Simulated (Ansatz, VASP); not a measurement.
# BaTe in VASP and in Ansatz

File INCAR:

```
PREC = Accurate
ENCUT = 520
EDIFF = 1E-6
ISMEAR = 0
SIGMA = 0.05
LREAL = False
LASPH = True
NELM = 80
ALGO = Normal
ISIF = 2
LWAVE = False
LCHARG = False
GGA = PE
NBANDS = 15
```

File KPOINTS:

```
Automatic mesh
0
Gamma
  8 8 8
```

Contents of POSCAR:

```
BaTe
1.0
    0.0000000000      3.8615370789      3.8615370789
    3.8615370789      0.0000000000      3.8615370789
    3.8615370789      3.8615370789      0.0000000000
Ba Te
1 1
Direct
    0.0000000000      0.0000000000      0.0000000000
    0.2500000000      0.2500000000      0.2500000000
```

Input for Ansatz:

```yaml
crystal:
  lattice:
    - [0.0, 3.8615370789, 3.8615370789]
    - [3.8615370789, 0.0, 3.8615370789]
    - [3.8615370789, 3.8615370789, 0.0]
  atoms:
    - { symbol: Ba, position: [0.0, 0.0, 0.0] }
    - { symbol: Te, position: [0.25, 0.25, 0.25] }
basis:
  ecutwfc: 420
  ecutrho_ratio: 4
kpoints:
  mp_grid: { grid: [8, 8, 8] }
hamiltonian:
  xc: pbe
scf:
  occupations: { method: gaussian, width: 0.05 }
output:
  forces: true
  stress: true
  eigenvalues: true
```

Alike in both runs: task single point; functional PBE; k mesh 8 × 8 × 8; occupations gaussian, width 0.05 eV; no spin polarisation.

|  | VASP | Ansatz |
| --- | --- | --- |
| version | VASP 6.6.1 | Ansatz 0.2.0 |
| potentials or method | VASP PAW PBE potentials, release 64 (Ba_sv, Te) | scalar-relativistic, plane waves, PAW |
| plane-wave cutoff (eV) | 520 | 420 |
| valence electrons in the cell | 16 | 26 |

```csv
,VASP,Ansatz,Ansatz less VASP
gap on the k mesh at the Fermi level (eV),2.63,2.62,-0.014
least direct gap on the mesh (eV),2.90,2.92,+0.025
pressure (GPa),1.1,0.8,-0.24
```

The two sets of potentials don't hold the same shells in valence.

Caveats: spin-orbit coupling is left out, which moves the levels of the heavy elements. PBE gaps usually lie below the measured ones, often by a third to a half. A k mesh can miss the band edges.
